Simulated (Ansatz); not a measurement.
## Ansatz 0.2.0, settings compared: WSe2

The command:

```bash
ansatz run input.yaml --threads 1 --pin off --max-ram 2560MiB --backend cpu --events-out ev --progress --plain --runs-dir out
```

Input:

```yaml
crystal:
  lattice:
    - [3.34335, 0.0, 0.0]
    - [-1.671675, 2.895431, 0.0]
    - [-1.671675, 0.965144, 6.564829]
  atoms:
    - { symbol: Se, position: [0.7497, 0.2503, 0.249] }
    - { symbol: W, position: [0.3333, 0.6667, 0.0] }
    - { symbol: Se, position: [0.5833, 0.4167, 0.75] }
  symmetry: { tolerance: 0.0003 }
kpoints:
  mp_grid: { grid: [6, 6, 6], shift: [0, 0, 0] }
magnetization:
  spin_polarized: false
scf:
  occupations: { method: cold, width: 0.2744 }
hamiltonian:
  pseudopotentials: { kind: paw }
  xc: pbe
basis:
  ecutwfc: 420
output:
  forces: true
  stress: true
  eigenvalues: true
  write_density: true
  write_potential: true
  elf: true
  volumetric_format: npy
relax:
  max_steps: 40
  cell: {}
```

Origin of the cell: a known structure type with other elements, at an estimated volume, so it need not be a known compound.

Output of this run (shortened):

```
Warning: the atoms were moved onto the symmetric positions of the space group found under crystal.symmetry.tolerance 3.0e-4 (fractional; no operation is sought that the atoms, as they stand i […]
Pseudopotentials: kind: paw
Pseudopotential: Se, paw, valence charge 16, recommended cutoff 420 eV (normal), Se.paw.azcp
Pseudopotential: W, paw, valence charge 14, recommended cutoff 420 eV (normal), W.paw.azcp
Functional definition: PBE
  exchange = pbe_x(kappa = kappa, mu = beta*pi^2/3)
  correlation = pbe_c(beta = beta)
Crystal: 3 atoms, lattice volume = 63.550 Å³
Basis set: ecut = 420 eV, 1251 PW (Γ), exchange–correlation on 48×48×96 points (8 copies of the dense FFT grid, shifted against one another)
Bands: 28, of which v1, the nominal top of the filled ones, is band 23 counted from 1 (22 counted from 0)
Symmetry: 6 space group operations
Space group: R3m (ITA 160), of the structure as read, at distance tolerance 1.2e-3 Å
[… 5 lines left out …]
Initial density: superposition of atomic densities (neutral atoms: chi_scale 0, normalization atom), corrected by the library's trained network
Functional: x = pbe(κ = 0.804, μ = 0.219515), c = pbe(β = 0.066725)
SCF iter   1: F=—  HF=-21324.588342 eV  Δρ=4.26e-3  dr2=3.50e-3
SCF iter   2: F=—  HF=-21324.593123 eV  S|Δr|=   1.37e-3  Δρ=2.42e-3  dr2=9.21e-4
SCF iter   3: F=—  HF=-21324.595174 eV  S|Δr|=   1.35e-4  Δρ=4.87e-4  dr2=1.78e-4
SCF iter   4: F=—  HF=-21324.595468 eV  S|Δr|=   6.20e-4  Δρ=8.37e-5  dr2=4.44e-6
SCF iter   5: F=—  HF=-21324.595431 eV  S|Δr|=   1.06e-4  Δρ=2.90e-5  dr2=5.84e-7
SCF iter   6: F=—  HF=-21324.595438 eV  S|Δr|=   1.57e-5  Δρ=1.15e-5  dr2=1.19e-7
SCF iter   7: F=-21324.595441 eV  HF=-21324.595441 eV  S|Δr|=   6.38e-6  Δρ=4.22e-6  dr2=2.53e-8
SCF iter   8: F=—  HF=-21324.611000 eV  Δρ=4.91e-5  dr2=2.30e-6
SCF iter   9: F=—  HF=-21324.611000 eV  S|Δr|=   3.29e-8  Δρ=3.54e-5  dr2=2.09e-6
SCF iter  10: F=-21324.611000 eV  HF=-21324.611000 eV  S|Δr|=   2.41e-8  Δρ=5.88e-6  dr2=1.88e-8
relax step   1: F+E_penalty+E_count = -21324.611001 eV  Δ(F+E_penalty+E_count) = +0.000e0 eV  max|allowed force component| = 5.435e-1 eV/Å  Δτ_max = 0.0000 Å  P = +2.337 GPa  Ω = 63.550 Å³  ( […]
relax step   2: F+E_penalty+E_count = -21324.583960 eV  Δ(F+E_penalty+E_count) = +2.704e-2 eV  max|allowed force component| = 8.547e-1 eV/Å  Δτ_max = 0.0371 Å  P = -1.135 GPa  Ω = 63.454 Å³ […]
relax step   3: F+E_penalty+E_count = -21324.638585 eV  Δ(F+E_penalty+E_count) = -2.758e-2 eV  max|allowed force component| = 2.516e-2 eV/Å  Δτ_max = 0.0023 Å  P = +0.112 GPa  Ω = 64.472 Å³ […]
relax step   4: F+E_penalty+E_count = -21324.648873 eV  Δ(F+E_penalty+E_count) = -1.029e-2 eV  max|allowed force component| = 2.963e-2 eV/Å  Δτ_max = 0.0339 Å  P = +0.220 GPa  Ω = 65.655 Å³ […]
relax step   5: F+E_penalty+E_count = -21324.656617 eV  Δ(F+E_penalty+E_count) = -7.744e-3 eV  max|allowed force component| = 4.073e-2 eV/Å  Δτ_max = 0.0559 Å  P = +0.303 GPa  Ω = 67.886 Å³ […]
[… 5 lines left out …]
relax step  11: F+E_penalty+E_count = -21324.661871 eV  Δ(F+E_penalty+E_count) = -7.637e-5 eV  max|allowed force component| = 1.765e-2 eV/Å  Δτ_max = 0.0258 Å  P = +0.123 GPa  Ω = 72.809 Å³ […]
relax step  12: F+E_penalty+E_count = -21324.661884 eV  Δ(F+E_penalty+E_count) = -1.217e-5 eV  max|allowed force component| = 1.651e-3 eV/Å  Δτ_max = 0.0027 Å  P = -0.001 GPa  Ω = 73.021 Å³ […]
relax step  13: F+E_penalty+E_count = -21324.661830 eV  Δ(F+E_penalty+E_count) = +5.311e-5 eV  max|allowed force component| = 7.071e-3 eV/Å  Δτ_max = 0.0086 Å  P = +0.014 GPa  Ω = 73.449 Å³ […]
relax step  14: F+E_penalty+E_count = -21324.661802 eV  Δ(F+E_penalty+E_count) = +2.835e-5 eV  max|allowed force component| = 6.003e-3 eV/Å  Δτ_max = 0.0035 Å  P = -0.006 GPa  Ω = 73.634 Å³ […]
relax step  15: F+E_penalty+E_count = -21324.662262 eV  Δ(F+E_penalty+E_count) = -4.602e-4 eV  max|allowed force component| = 6.136e-3 eV/Å  Δτ_max = 0.0000 Å  P = -0.009 GPa  Ω = 73.634 Å³  stress off target by 4.03e-2 GPa […]
SCF 15 converged in 14 iterations: F = -21324.662262 eV  dr2 = 1.41e-11
basis re-selected at this cell: Δ(F+E_penalty+E_count) = -4.602e-4 eV, ΔP = -0.003 GPa vs the last step (what re-selecting the basis moved, of the pressure what is left beyond the Pulay corre […]
SCF converged after 14 iterations
Stability not checked: this state was not tested for a lower state beside it, because cold or Methfessel-Paxton smearing, or corrected tetrahedra, fill the levels in a way that the test cannot read (fill_not_monotonic; […]
Free energy (F): -21324.662262 eV
F+E_penalty+E_count: -21324.662262 eV  (lagrangian_ev)
Harris-Foulkes:  -21324.662262 eV  (|F-HF|=3.64e-12)
Internal energy: -21324.662262 eV  (E = F + TS)
E sigma→0 (E₀):  -21324.662262 eV
Fermi energy:    10.460930 eV
Smearing:        width narrowed from 0.2744 eV (input) to 0.2020 eV after iteration 10, whose occupations did not sum to the number of electrons (Fermi level in a gap)
--- Per-component energies (eV) ---
  E_band       = -982.145989
  E_kinetic    = 687.599719
  E_local      = -7783.109910  (includes V_loc(G=0)·N_el)
  E_nonlocal   = -1189.868560
  E_hartree    = 3713.430991
  E_xc         = -475.622034
  E_vxc        = -435.536352  (∫ρ·V_xc dr)
  E_paw        = -12385.600113  (= ΣΔE_a)
  E_vpaw       = 311.908092  (= ΣTr[D̂ρ^β])
  E_aug_tail   = -0.001245  (compensation charges beyond the density's cutoff)
  E_ewald      = -3891.491109
  E_smearing   = 0.000000  (= −TS)
  E_count      = -0.000001  (occupations off the electron count; not in F)
  Σ components = -21324.662262   (vs F -21324.662262, Δ=0.00e0)
--- Forces (eV/Å), atoms counted from 1 ---
  atom   1  Se     0.000000    -0.000000    -0.006136
  atom   2  W      0.000000     0.000000     0.002193
  atom   3  Se     0.000000     0.000000     0.003943
  max |Σ_I F_I| component: 5.49e-8 eV/Å
--- Stress (GPa, compression-positive) ---
        0.006692       0.000000      -0.000000
        0.000000       0.006692      -0.000000
       -0.000000      -0.000000      -0.040261
  P = ⅓ Tr σ = -0.0090 GPa (-0.090 kbar)
--- Relaxed structure (13 steps of the walk, 12 accepted, 2 SCFs on fresh bases) ---
  F+E_penalty+E_count = -21324.662262 eV   max|allowed force component| = 6.136e-3 eV/Å   (the final SCF, on the basis selected at the relaxed cell)
  beside F it holds: electron-count term
  cell:  # Å, volume = 73.6343 Å³
    - [3.320339, 0.0, 0.0]
    - [-1.660170, 2.875498, -7.300e-8]
    - [-1.660170, 0.958500, 7.712309]
  atoms:
    - { symbol: Se, position: [0.739119, 0.260881, 0.217356] }
    - { symbol: W, position: [0.333219, 0.666781, -0.000342] }
    - { symbol: Se, position: [0.593996, 0.406004, 0.781987] }
```

The same input was run again with these changes:

1. `hamiltonian.dispersion` default → d3bj
2. `scf.occupations.width` 0.2744 → default; `scf.occupations.method` cold → tetrahedron
3. `basis.ecutrho_ratio` default → 8
4. `scf.lower_state_search` default → light

```tsv
run	end	SCF iterations	volume (Å³/atom)	max force component (eV/Å)	moment (μB)	ΔE(σ→0) (meV/atom)
base	converged	169	24.54	0.006	–	0
1	converged	66	19.84	0.003	–	–
2	converged	153	24.55	0.007	–	0.00
3	converged	165	24.55	0.006	–	0.01
4	converged	169	24.54	0.006	–	0.00
```

Energies are compared only where functional, datasets, charge and starting cell are the same.

Caveats of the base run: no dispersion correction, so spacings can come out too large where layers or molecules are weakly bound; no spin-orbit coupling, though heavy elements are present; the relaxation held the start's symmetry, so the end may be a saddle point; wide smearing.

Run 2: forces and stress under tetrahedra may miss the slope of the energy.

The base run ran for 130 s of wall time on 1 CPU thread(s) of a shared host, from the program's own first density.
